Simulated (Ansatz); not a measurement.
GaN under changes of volume

One of the cells (11.310 Å³/atom); the others are scaled copies at fixed shape and fractional positions:

```
Ga N
1.0
     3.18000    0.00000    0.00000
    -1.59000    2.75396    0.00000
     0.00000    0.00000    5.16600
Ga N
2 2
Direct
  0.66667 0.33333 0.50000
  0.33333 0.66667 0.00000
  0.66667 0.33333 0.87500
  0.33333 0.66667 0.37500
```

- Program: Ansatz 0.2.0
- Functional: r2SCAN
- Dispersion: D4
- Potentials or basis: Ansatz PAW
- Cutoff: 500 eV (not typed: the program's choice for these potentials)
- k mesh: 10 × 10 × 5
- Occupations: fermi-dirac, width 0.05 eV
- Spin: no spin polarisation

```tsv
volume (Å³/atom)	energy over the lowest point (meV/atom)	pressure (GPa)	gap on the mesh (eV)	largest force (eV/Å)
10.632	?	?	?	?
10.858	9.35	7.9	2.67	0.155
11.084	1.57	3.2	2.52	0.148
11.310	0.00	-0.9	2.38	0.142
11.537	4.00	-4.7	2.24	0.136
11.763	13.03	-8.0	2.11	0.131
11.989	26.57	-11.1	1.97	0.125
```

Problem. What does the run at 10.632 Å³/atom give?

Solution. Energy over the lowest point 24.04 meV/atom; pressure 13.0 GPa; gap on the mesh 2.82 eV; largest force 0.161 eV/Å.

Worked out: A Birch-Murnaghan fit of order 3 (a polynomial in V^(-2/3)) to the other rows has its minimum at 11.26 Å³/atom with B0 = V·E''(V) = 201 GPa and B' = 4.2 at fixed shape and positions, which overstates the stiffness. It gives 24.00 meV/atom at 10.632 Å³/atom, against the run's 24.04, and -dE/dV = 13.0 GPa, against 13.0. A straight line through the other rows of the gap, of slope -7.02 eV per unit of ln V (its deformation potential), extrapolates to 2.82 eV, against the run's 2.82.

Energies are extrapolated to zero smearing.

Caveats: odd divisions of the mesh miss points on the zone boundary, where band edges often lie, so the gap on the mesh can be too wide; the PAW data sets come from PBE, with cores solved anew for the run's functional, which leaves a small shift of forces and pressure.

Spin-orbit coupling on Ga is left out.
